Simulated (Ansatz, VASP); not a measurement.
**One calculation of MgO, two programs**

```
CELL_PARAMETERS angstrom
2.06500 2.06500 0.00000
-2.06500 2.06500 0.00000
0.00000 2.06500 2.13421
ATOMIC_POSITIONS crystal
Mg 0.00000 0.00000 0.00000
O 0.50000 0.50000 0.00000
```

Change from the starting cell: in-plane strain -0.02, out-of-plane length and atoms relaxed by PAW.

Alike in both runs: functional PBEsol; k mesh 10 × 10 × 10; no spin polarisation.

Ansatz relaxed the structure, and its values are those at the end. VASP's run is a single point on that final structure, the one shown.

```csv
,VASP,Ansatz
version,VASP 6.6.1,Ansatz 0.2.0
potentials or method,"VASP PAW PBE potentials, release 64 (Mg, O)","PAW with Ansatz's default frozen-core files, scalar-relativistic"
plane-wave cutoff (eV),520,420
occupations,"gaussian, width 0.01 eV",fixed
valence electrons in the cell,8,16
```

|  | VASP | Ansatz | Ansatz less VASP |
| --- | --- | --- | --- |
| pressure (GPa) | 4.5 | 5.0 | +0.46 |

The two sets of potentials don't hold the same shells in valence.

Caveats: the PAW data sets were made with another functional, which shifts forces and pressure a little (VASP).
